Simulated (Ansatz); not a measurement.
# Binding curve of graphene on Au(111) (40 atoms)

The cell holds 40 atoms: 24 Au and 16 C. Cell: a = 4.934 Å, b = 8.546 Å, c = 25.455 Å, α = 90.0°, β = 90.0°, γ = 90.0°. It derives from Au and C. The starting structure: 1 layer(s) of graphene at its own lattice constant on a slab of Au(111) strained in the plane by up to 3.2 % to a common cell of 42 Å^2; gaps of 3.25 Å as starting values, 15 Å of vacuum, lowest layers held; not relaxed, displaced by a Gaussian of 0.01 Å. Lattice constants are starting values near those of PBE. Regions: Au(111), 24 atoms (24 Au); graphene, 16 atoms (16 C). Vacuum lies along c.

Calculated with Ansatz 0.2.0: Kohn-Sham DFT, PBE+D3(BJ), PAW (set soft_2, large core), plane waves; cutoff 420 eV, k-mesh 4×2×1, fermi-dirac smearing of 0.1 eV. The upper part (graphene) is moved rigidly along the normal by z from its relaxed place. Energies are the whole cell less its two frozen parts, over the face of 42.17 Å².

```
shift z (Å)  interaction energy (meV/Å²)
       -0.4                       -21.43
       -0.2                       -28.22
       +0.0                       -29.93
       +0.3                       -27.90
       +0.6                            ?
       +1.0                       -18.49
       +1.6                       -12.25
       +2.4                       -7.379
       +3.5                       -4.297
```

**Question.** Fit the universal binding curve to the rows given and interpolate to the withheld row.

**Working.**

The universal binding curve is E(z) = −D (1 + z/l) exp(−z/l), whose curvature at z = 0 is D/l². The depth is D = 29.93 meV/Å². A parabola through the rows at −0.2, 0 and +0.3 Å has the curvature 2 {[E(0.3) − E(0)]/0.3 + [E(−0.2) − E(0)]/0.2} / 0.5 = 61.31 meV/Å⁴, so l = √(D / curvature) = 0.699 Å. At z = 0.6 Å, z/l = 0.8588.

Prediction at +0.6: -23.57 meV/Å². The run gave -23.92 meV/Å², so the fit is high by 0.35 meV/Å² (1.5 % of the value).

The curve's steepest slope, D/(e l) at z = l, is 2.52 GPa, an estimate of the stress that rigid separation needs. Among the rows given, the largest miss of the fit is at +2.4, by 3.1 meV/Å² (12 % of the range of the table).

Limits: The parts are rigid, and they also feel their periodic images through the vacuum. The curve was made for chemical and metallic bonds; the dispersion term here falls off as a power of distance, which it can't follow. The mesh is coarse for these cells.

[Long decimals in the printed logs are rounded to 6 places.]

[Logs are printed without paths, hosts, clocks, repeated set-up lines and the standing remarks that a program may print on its own settings, such as how far it seeks lower states.]

[Hosts, paths, dates, database ids (printed as entryN), source tags and the programs' standing remarks are cut or masked in the printed files.]
